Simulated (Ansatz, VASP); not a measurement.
## Cross-check of SiO2 between VASP and Ansatz

Aim: how closely do two programs agree when they are given the same cell, functional and k mesh? The cell is taken from a series of runs on this material, whose earlier steps may have relaxed, scaled, displaced or heated it; both programs get it as it stands.

Method: plane waves, with VASP 6.6.1 beside it; single point at HSE06, in Ansatz 0.2.0.

### 1. The starting structure

It takes space group Imma (No. 74, orthorhombic). The conventional cell has a = 5.325 Å, b = 9.554 Å, c = 8.883 Å, α = 90.00°, β = 90.00°, γ = 90.00°. Nearest to Si lie 4 O at 1.60 to 1.62 Å. Nearest to O lie 2 Si at 1.61 Å. Nearest to O lie 2 Si at 1.62 Å. Nearest to O lie 2 Si at 1.60 Å. Farther neighbours and most contacts between anions are not listed.

### 2. Ansatz: single point, HSE06

Ansatz runs on its PAW soft_1 files.

With cell and atoms fixed, the geometry can't cause a difference; cores, projectors, grids and the points listed under the comparison can.

Contents of input.yaml:

```yaml
crystal:
  lattice:
    - [-2.6626865069, 4.776753505, 4.441674725]
    - [2.6626865069, -4.776753505, 4.441674725]
    - [2.6626865069, 4.776753505, -4.441674725]
  atoms:
    - { symbol: Si, position: [0.9284590082, 0.8438937192, 0.084565289] }
    - { symbol: Si, position: [0.7406715698, 0.1561062808, 0.584565289] }
    - { symbol: Si, position: [0.0715409918, 0.1561062808, 0.915434711] }
    - { symbol: Si, position: [0.2593284302, 0.8438937192, 0.415434711] }
    - { symbol: O, position: [0.129277665, 0.879277665, 0.25] }
    - { symbol: O, position: [0.870722335, 0.120722335, 0.75] }
    - { symbol: O, position: [0.7945132619, 0.5, 0.7945132619] }
    - { symbol: O, position: [0.2054867381, 0.0, 0.7054867381] }
    - { symbol: O, position: [0.2054867381, 0.5, 0.2054867381] }
    - { symbol: O, position: [0.7945132619, 0.0, 0.2945132619] }
    - { symbol: O, position: [0.0, 0.0, 0.0] }
    - { symbol: O, position: [0.5, 0.0, 0.5] }
kpoints:
  mp_grid: { grid: [4, 4, 4] }
  band_path:
    path:
      - [0.0, 0.0, 0.0]
      - [0.5, -0.5, 0.5]
      - [0.32540191, -0.32540191, 0.67459809]
      - [-0.32540191, 0.32540191, 0.32540191]
      - [0.46615628, 0.46615628, -0.46615628]
      - [0.53384372, -0.46615628, 0.46615628]
      - [0.0, 0.5, 0.0]
      - [0.25, 0.25, 0.25]
    npoints: 1
hamiltonian:
  xc: hse06
  pseudopotentials: { kind: paw, azcp: { folder: soft_1 } }
scf:
  occupations: { method: fixed }
  n_extra_bands: 8
output:
  eigenvalues: true
  write_density: true
  write_potential: true
  elf: true
  volumetric_format: npy
```

Run with:

```bash
$ ansatz run input.yaml --threads 2 --pin off --max-ram 92160MiB --backend cuda --events-out ev --progress --plain --runs-dir out --devices 1 --max-vram 13GiB
```

Numbers of over 12 decimals in the logs are rounded to 6 here.

The log of the run:

```text
scf.n_extra_bands = 8 over 32 filled bands (N_el = 64.0): the run solves 40 bands
GPUs: using 1 of 1 available (devices: 1).
Engine: ansatz 0.2.0, x86_64-unknown-linux-gnu
Pseudopotentials: kind: paw
Pseudopotential: Si, paw, valence charge 4, recommended cutoff 420 eV (normal), soft_1/Si.paw.azcp
Pseudopotential: O, paw, valence charge 6, recommended cutoff 420 eV (normal), soft_1/O.paw.azcp
Functional definition: HSE06
  parameter a = 0.25
  parameter omega = 0.11/bohr
  exchange = pbe_x - a*pbe_x_sr(omega) + a*exact_x_sr(omega)
  correlation = pbe_c
davidson cushion auto → on  (no smearing: the cushion is to keep the highest requested band from converging to the state above it; pin scf.eigensolver.cushion to override)
device memory: the entry about to start is reckoned to put 2.5 GiB on a device that reports 68.8 GiB free (of which the cap on the GPU budget leaves the run 13.0 GiB)
GPU FFT provider: cuFFT
GPU libraries: cuBLAS 13.8.2, cuFFT 12.4.0, cuSOLVER 12.3.4
Crystal: 12 atoms, lattice volume = 225.975 Å³
Basis set: ecut = 420 eV, 4389 PW (Γ)
Bands: 40, of which v1, the nominal top of the filled ones, is band 32 counted from 1 (31 counted from 0)
Symmetry: 8 space group operations
Space group: Imma (ITA 74), of the structure as read, at distance tolerance 6.1e-5 Å
k-points: 18 of 64
Non-local potential: Si, projectors of the file, l = 0: 2, l = 1: 2, l = 2: 1
Non-local potential: O, projectors of the file, l = 0: 2, l = 1: 2, l = 2: 1
PAW form: soft (Blöchl's): semilocal exchange-correlation on the pseudo side does not see the compensation charge
PAW frozen core: Si, regenerated for the run's functional, and the local potential with it (the file was generated under x = pbe(κ = 0.804, μ = 0.219515), c = pbe(β = 0.066725))
PAW frozen core: O, regenerated for the run's functional, and the local potential with it (the file was generated under x = pbe(κ = 0.804, μ = 0.219515), c = pbe(β = 0.066725))
PAW one-centre angular grid: Si, 110 points (default); XC on 64 Gauss nodes
PAW one-centre angular grid: O, 110 points (default); XC on 96 Gauss nodes
Initial density: superposition of atomic densities (chi_scale 0.1, normalization cell, long waves kept (reshape's long-wave potential 0.03 eV rms))
Initial wavefunctions: pseudopotential atomic-orbital guess
GPU buffer pool allocated for 110592 grid points (all kernels)
GPU transforms: local potential and band sums: pruned to the plane-wave sphere, on 48×48×48
Functional: x = pbe(κ = 0.804, μ = 0.219515), c = pbe(β = 0.066725), warm-up for x = pbe(κ = 0.804, μ = 0.219515) + 0.25 (exact − pbe) at short range (hse, ω = 0.207870 Å⁻¹), c = pbe(β = 0.066725); HSE06 as pw.x's `hse` composes it (authors' and Libxc's form: `xc: wpbeh`)
SCF iter   1: F=—  HF=-7103.577393 eV  |F-HF|=—  |Δ(HF+E_count)|=         —  Δρ=1.13e-1  dr2=2.63e1  ethr=1.00e-1  ⟨swp⟩=5.4  Hψ=2706  notcnv=0
preconditioner: auto → none  [insulator: Δε(μ)=7.469 eV  Ē_g=17.399 eV  n_scr=40 (ndim 8)  ℏωp=19.8 eV  f_vac=0.299]
SCF iter   2: F=—  HF=-7097.121830 eV  |F-HF|=—  |Δ(HF+E_count)|=    6.46e0  Δρ=5.93e-2  dr2=3.41e0  ethr=4.10e-2  ⟨swp⟩=4.2  Hψ=2259  notcnv=0
iter 3 solved again at ethr=4.90e-4 eV; its pass at ethr=5.33e-3 eV (dr2=3.14e-1 eV) is discarded
SCF iter   3: F=—  HF=-7096.273248 eV  |F-HF|=—  |Δ(HF+E_count)|=   8.49e-1  Δρ=1.79e-2  dr2=3.11e-1  ethr=4.90e-4  ⟨swp⟩=3.9  Hψ=3766  notcnv=0
SCF iter   4: F=—  HF=-7096.301588 eV  |F-HF|=—  |Δ(HF+E_count)|=   2.83e-2  Δρ=2.62e-3  dr2=1.19e-2  ethr=4.86e-4  ⟨swp⟩=4.7  Hψ=1849  notcnv=0  defer=17
SCF iter   5: F=-7096.298616 eV  HF=-7096.299861 eV  |F-HF|=1.24e-3  |Δ(HF+E_count)|=   1.73e-3  Δρ=9.50e-4  dr2=2.14e-3  ethr=1.86e-5  ⟨swp⟩=4.4  Hψ=2278  notcnv=0  defer=1
SCF 1 stopped early in 5 iterations: F = -7096.298616 eV  dr2 = 2.14e-3
  greatest PAW one-centre occupation: 0.859 electrons in one spin orbital (limit 2), on the O atom at site 5 (counted from 0), in its partial waves of l = 0
device memory: the entry about to start is reckoned to put 3.3 GiB (of the 3.3 GiB reckoned in all, the device holds 0.1 GiB already) on a device that reports 70.8 GiB free (of which the cap on the GPU budget leaves the run 12.9 GiB)
GPU FFT provider: cuFFT
GPU libraries: cuBLAS 13.8.2, cuFFT 12.4.0, cuSOLVER 12.3.4
Initial density: handed on by an earlier stage of this run
Initial wavefunctions: those handed on with the density
GPU buffer pool allocated for 110592 grid points (all kernels)
GPU transforms: local potential and band sums: pruned to the plane-wave sphere, on 48×48×48
Functional: x = pbe(κ = 0.804, μ = 0.219515) + 0.25 (exact − pbe) at short range (hse, ω = 0.207870 Å⁻¹), c = pbe(β = 0.066725); HSE06 as pw.x's `hse` composes it (authors' and Libxc's form: `xc: wpbeh`)
Exchange kernel: α = 0.2500, screened, ω = 0.2079 Å⁻¹, Wigner–Seitz truncation, v(0) = 1046.6615 eV·Å³, q-mesh 4×4×4, nearest image of the exchange supercell L = 21.30 Å, pair-density grid 32×32×32, without the augmentation charges, whose exchange is taken in its separable form by FFT convolution over the k-point mesh (sized by the pseudopotential files, 45×32×48 at the most), smooth part of the exact exchange by density-matrix convolution in up to 6.09 GiB of GPU memory as planned if the GPU has room (build and FFT work areas not counted)
Frozen-core exchange: fock
SCF iter   1: F=—  HF=-7097.678231 eV  |F-HF|=—  |Δ(HF+E_count)|=         —  Δρ=5.88e-3  dr2=6.83e-2  ethr=3.34e-5  ⟨swp⟩=8.2  Hψ=3516  notcnv=0
preconditioner: auto → none  [insulator: Δε(μ)=7.212 eV  Ē_g=18.107 eV  n_scr=40 (ndim 8)  ℏωp=19.8 eV  f_vac=0.380]
SCF iter   2: F=—  HF=-7097.653506 eV  |F-HF|=—  |Δ(HF+E_count)|=   2.47e-2  Δρ=1.62e-3  dr2=6.37e-3  ethr=3.34e-5  ⟨swp⟩=4.0  Hψ=2078  notcnv=0
SCF iter   3: F=—  HF=-7097.672705 eV  |F-HF|=—  |Δ(HF+E_count)|=   1.92e-2  Δρ=6.20e-4  dr2=9.05e-4  ethr=7.07e-6  ⟨swp⟩=4.6  Hψ=2435  notcnv=0
SCF iter   4: F=—  HF=-7097.672429 eV  |F-HF|=—  |Δ(HF+E_count)|=   2.77e-4  Δρ=8.05e-5  dr2=2.51e-5  ethr=1.32e-6  ⟨swp⟩=3.0  Hψ=1960  notcnv=0
SCF iter   5: F=-7097.672643 eV  HF=-7097.672654 eV  |F-HF|=1.10e-5  |Δ(HF+E_count)|=   2.25e-4  Δρ=9.59e-5  dr2=1.55e-5  ethr=1.50e-8  ⟨swp⟩=8.1  Hψ=3271  notcnv=0  defer=44
SCF 2 stopped early in 5 iterations: F = -7097.672643 eV  dr2 = 1.55e-5
  greatest PAW one-centre occupation: 0.863 electrons in one spin orbital (limit 2), on the O atom at site 5 (counted from 0), in its partial waves of l = 0
hybrid outer 1: dexx = +2.323e-2 eV, tail = 6.84e-5 eV
GPU FFT provider: cuFFT
GPU libraries: cuBLAS 13.8.2, cuFFT 12.4.0, cuSOLVER 12.3.4
GPU buffer pool allocated for 110592 grid points (all kernels)
GPU transforms: local potential and band sums: pruned to the plane-wave sphere, on 48×48×48
Exchange kernel: α = 0.2500, screened, ω = 0.2079 Å⁻¹, Wigner–Seitz truncation, v(0) = 1046.6615 eV·Å³, q-mesh 4×4×4, nearest image of the exchange supercell L = 21.30 Å, pair-density grid 32×32×32, without the augmentation charges, whose exchange is taken in its separable form by FFT convolution over the k-point mesh (sized by the pseudopotential files, 45×32×48 at the most), smooth part of the exact exchange by density-matrix convolution in up to 6.09 GiB of GPU memory as planned if the GPU has room (build and FFT work areas not counted)
Frozen-core exchange: fock
SCF iter   1: F=—  HF=-7097.672878 eV  |F-HF|=—  |Δ(HF+E_count)|=         —  Δρ=5.32e-5  dr2=3.21e-6  ethr=5.35e-7  ⟨swp⟩=4.3  Hψ=1700  notcnv=0
preconditioner: auto → none  [insulator: Δε(μ)=7.167 eV  Ē_g=18.072 eV  n_scr=40 (ndim 8)  ℏωp=19.8 eV  f_vac=0.385]
SCF iter   2: F=—  HF=-7097.672879 eV  |F-HF|=—  |Δ(HF+E_count)|=   8.11e-7  Δρ=1.62e-5  dr2=3.52e-7  ethr=4.14e-9  ⟨swp⟩=5.6  Hψ=2842  notcnv=0
SCF iter   3: F=—  HF=-7097.672880 eV  |F-HF|=—  |Δ(HF+E_count)|=   7.40e-7  Δρ=1.04e-5  dr2=1.64e-7  ethr=4.28e-10  ⟨swp⟩=6.4  Hψ=2477  notcnv=0  defer=30
iter 4 solved again at ethr=2.30e-11 eV; its pass at ethr=2.46e-10 eV (dr2=1.47e-8 eV) is discarded
SCF iter   4: F=-7097.672880 eV  HF=-7097.672880 eV  |F-HF|=1.22e-8  |Δ(HF+E_count)|=   3.89e-8  Δρ=3.26e-6  dr2=1.59e-8  ethr=2.30e-11  ⟨swp⟩=3.2  Hψ=3842  notcnv=0
SCF 3 converged in 4 iterations: F = -7097.672880 eV  dr2 = 1.59e-8
hybrid outer 2: dexx = +6.977e-7 eV, tail = 4.51e-8 eV, Δε = 4.23e-3 eV (about 1.56e-4 eV left of the loop's levels)
the search or the solves at the SCF's close seem to have found levels that the self-consistency loop had missed (the run counts 2). By its estimate they hold under 1e-12 electrons; where the run keeps them, the occupations were computed again with them
device memory: the entry about to start is reckoned to put 1.3 GiB on a device that reports 62.6 GiB free (of which the cap on the GPU budget leaves the run 13.0 GiB)
NSCF: frozen V_eff on 8 k-points
WARN: The output density's exchange-correlation potential varies sharply where the density is thin. Do not read a vacuum level from v_tot or v_xc, or from such a field of the output density. On a cell that repeats whose density bears no net charge and no dipole along the vacuum's axis use v_es (v_loc + v_h of the components); under efield.dipole_correction with no amplitude use v_es + v_field, which holds any externa [...]
hybrid SCF converged: 2 outer / 9 inner (+5 warm-up), last move |dexx| = 6.98e-7 eV, tail = 4.51e-8 eV
Stability not checked: this state was not tested for a lower state beside it, because the functional holds exact exchange (a hybrid, or Hartree-Fock), whose exchange loop this test does not read (fock_operator; see scf.lower_state_search)
Free energy (F): -7097.672880 eV
Frozen-core exchange: fock
Harris-Foulkes:  -7097.672880 eV  (|F-HF|=1.22e-8)
Internal energy: -7097.672880 eV  (E = F + TS)
E sigma→0 (E₀):  -7097.672880 eV
Fermi energy:    -1.963803 eV
--- Per-component energies (eV) ---
  E_band       = -604.216685
  E_kinetic    = 1564.075639
  E_local      = -6073.702188  (includes V_loc(G=0)·N_el)
  E_nonlocal   = 495.070408
  E_hartree    = 2413.593334
  E_xc         = -646.259320
  E_vxc        = -741.097687  (∫ρ·V_xc dr)
  E_exx        = -184.312996  (= α·E_x^exact, valence–valence)
  E_paw        = -3333.167860  (= ΣΔE_a)
  E_vpaw       = -307.129589  (= ΣTr[D̂ρ^β])
  E_aug_tail   = 0.006641  (compensation charges beyond the density's cutoff)
  E_ewald      = -1332.526794
  E_core_change = -0.449744  (= ΣΔE_core)
  E_smearing   = -0.000000  (= −TS)
  E_closure    = 0.000000  (closes the sum)
  Σ components = -7097.672880   (vs F -7097.672880, Δ=0.00e0)
--- Band table (eV; the first three rows and the last of 18) ---
  k-point 0: bands = [... 28 lower, -3.0038, -2.7476, -2.3329, -1.9638, 5.2032, 8.2366, 8.5744, 8.7398, ... 4 higher]
  k-point 1: bands = [... 28 lower, -3.1454, -2.7229, -2.2843, -2.2245, 5.8703, 8.1998, 8.6475, 8.9699, ... 4 higher]
  k-point 2: bands = [... 28 lower, -2.9100, -2.9100, -2.3027, -2.3027, 7.3730, 7.3730, 8.8482, 8.8482, ... 4 higher]
  k-point 17: bands = [... 28 lower, -2.5805, -2.1433, -2.1105, -1.9881, 7.2335, 7.2907, 7.4680, 7.5731, ... 4 higher]
```

Reading the cycles: dr2 is the Hartree energy of the density residual (eV), the measure of convergence; HF is the Harris–Foulkes estimate of the energy, which meets the free energy F at convergence.

[end of part 1 of 2]

[Lines on the potential files, build, host, timing and source positions are cut from VASP's logs without a mark.]

[Logs are printed without paths, hosts, clocks, repeated set-up lines and the standing remarks that a program may print on its own settings, such as how far it seeks lower states.]

[Hosts, paths, dates, database ids (printed as entryN), source tags and the programs' standing remarks are cut or masked in the printed files.]
